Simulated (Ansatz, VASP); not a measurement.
## One calculation of TaN, two programs

```
Ta N
1.0
     0.00000    2.45748    2.45748
     2.45748    0.00000    2.45748
     2.45748    2.45748    0.00000
Ta N
1 1
Direct
  0.00000 0.00000 0.00000
  0.25000 0.25000 0.25000
```

The cell comes from a database or a generator and needn't be the stable form of this composition.

Alike in both runs: task single point; functional PBE; k mesh 9 × 9 × 9; occupations fermi-dirac, width 0.05 eV; no spin polarisation.

```csv
,VASP,Ansatz
version,VASP 6.6.1,Ansatz 0.2.0
potentials or method,"VASP PAW PBE potentials, release 64 (Ta_pv, N)",Ansatz PAW
plane-wave cutoff (eV),520,420
valence electrons in the cell,16,18
```

Ansatz gave:

```
gap on the k mesh at the Fermi level (eV) : none
pressure (GPa)                            : -19.7
```

Problem. Estimate VASP's values.

Solution. gap on the k mesh at the Fermi level (eV): none; pressure (GPa): -19.4.

A gap of «none» marks a metal or a gap that the smearing closes. With one functional, cell and mesh, what is left measures potentials, basis and numerics. The two sets of potentials don't hold the same shells in valence.

Caveats: so large a pressure means that the cell lies far from this level's equilibrium, or that cutoff or potentials fall short (VASP); the pressure holds a Pulay correction of +0.3 GPa for the finite cutoff (Ansatz). Spin-orbit coupling is left out, which matters for the levels of Ta.
